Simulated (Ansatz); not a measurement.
**Cu (P6_3/mmc), work and stress of cleavage**

The calculation used DFT PBE, scalar-relativistic, plane waves, PAW in Ansatz 0.2.0. Settings: plane waves to 420 eV, k-mesh 26×26×5 (Γ-centred), Gaussian smearing 0.15 eV. No spin polarisation. Energies are free energies at this smearing, counted from the undisturbed cell; pressure is positive in compression.

The starting cell (relaxed at this level; with this scan's settings it stands at -0.1 GPa; this form isn't the usual structure):

```xyz
6
Lattice="-2.5680 0.0000 0.0000 -1.2840 -2.2240 0.0000 0.0000 0.0000 12.5806" Properties=species:S:1:pos:R:3 pbc="T T T"
Cu   -1.2840   -0.7413   11.5324
Cu   -1.2840   -0.7413    3.1454
Cu   -1.2840   -0.7413    7.3389
Cu   -2.5680   -1.4826    1.0486
Cu   -2.5680   -1.4826    5.2421
Cu   -2.5680   -1.4826    9.4356
```

The cut lies on the cell's a–b face, a (0 0 1) plane (indices in the standard cell, whose axes needn't be the Cartesian ones shown) of area 5.71 Å², between layers 2.10 Å apart. Vector c is lengthened by d along the normal with the atoms' Cartesian places fixed: one unrelaxed cut a cell. The traction is positive where the two halves pull on each other.

```
d (Å) energy (J/m²) traction (GPa)
-0.30           0.72           -56.7
-0.15           0.15           -21.9
 0.00           0.00            -0.5
 0.25           0.23            16.0
 0.50           0.69            19.5
 0.75           1.16            17.7
 1.00           1.57            14.3
 1.50           2.11             7.9
 2.00           2.40             4.0
 3.00           2.60             0.7
 6.00           2.64             0.0
```

What are the work of separation and the cleavage stress, and do they fit the universal binding curve?

The energy levels off near W ≈ 2.64 J/m² (the traction is down to 0.0 GPa), the energy of the two unrelaxed faces, 1.32 J/m² each on average. The largest sampled traction is 19.5 GPa at d = 0.50 Å, and a parabola through it and its two neighbours peaks at σ_max ≈ 19.6 GPa, d ≈ 0.54 Å. The curve E = W[1 − (1 + d/ℓ)exp(−d/ℓ)] peaks in traction at d = ℓ with σ_max = W/(eℓ); with 1 J/m² per Å = 10 GPa this W and σ_max give ℓ = 0.50 Å. A parabola through that curve at the same three d peaks at 0.54 Å, against 0.54 Å here, a fair fit. Real crystals break at far lower stress, because cracks concentrate it, and on the plane of lowest W, which needn't be this one.

The cut is rigid; relaxing the faces lowers these energies and usually the stresses.

In a metal these slopes depend on the k mesh and the smearing.

Cost: 11 runs of about 20 core-minutes in all, on Arm Neoverse V1 (shared hosts).